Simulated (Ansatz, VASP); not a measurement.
# One calculation of Sb, two programs

Contents of INCAR:

```
PREC = Accurate ; ENCUT = 520
EDIFF = 1E-7 ; ISMEAR = 0
SIGMA = 0.15 ; LREAL = False
LASPH = True ; NELM = 60
ALGO = Normal ; ISIF = 2
LWAVE = False ; LCHARG = True
GGA = PS ; LELF = True
LVHAR = True ; NBANDS = 8
```

The input KPOINTS:

```
Automatic mesh
0
Gamma
  16 16 16
```

File POSCAR:

```
Sb
1.0
    3.0020000000      0.0000000000      0.0000000000
    0.0000000000      3.0020000000      0.0000000000
    0.0000000000      0.0000000000      3.2390000000
Sb
1
Direct
    0.0000000000      0.0000000000      0.0000000000
```

Input for Ansatz:

```yaml
crystal:
  lattice:
    - [3.002, 0.0, 0.0]
    - [0.0, 3.002, 0.0]
    - [0.0, 0.0, 3.239]
  atoms:
    - { symbol: Sb, position: [0.0, 0.0, 0.0] }
basis:
  ecutwfc: 420
kpoints:
  mp_grid: { grid: [16, 16, 16] }
hamiltonian:
  xc: pbesol
scf:
  occupations: { method: gaussian, width: 0.15 }
output:
  forces: true
  stress: true
  eigenvalues: true
```

Change from the starting cell: strain -0.050 along x and y, +0.025 along z, atoms carried along.

Alike in both runs: task single point; functional PBEsol; k mesh 16 × 16 × 16; occupations gaussian, width 0.15 eV; no spin polarisation.

|  | VASP | Ansatz |
| --- | --- | --- |
| version | VASP 6.6.1 | Ansatz 0.2.0 |
| potentials or method | VASP PAW PBE potentials, release 64 (Sb) | scalar-relativistic, plane waves, PAW |
| plane-wave cutoff (eV) | 520 | 420 |
| valence electrons in the cell | 5 | 15 |

```csv
,VASP,Ansatz,Ansatz less VASP
gap on the k mesh at the Fermi level (eV),none,none,-
pressure (GPa),-0.2,-0.3,-0.13
largest component of the traceless stress (GPa),5.98,5.90,-0.081
```

A gap of «none» marks a metal or a gap that the smearing closes. The two sets of potentials don't hold the same shells in valence.

Caveats: the PAW data sets were made with another functional, which shifts forces and pressure a little (VASP). The runs have no spin-orbit coupling, so splittings on Sb are missing.
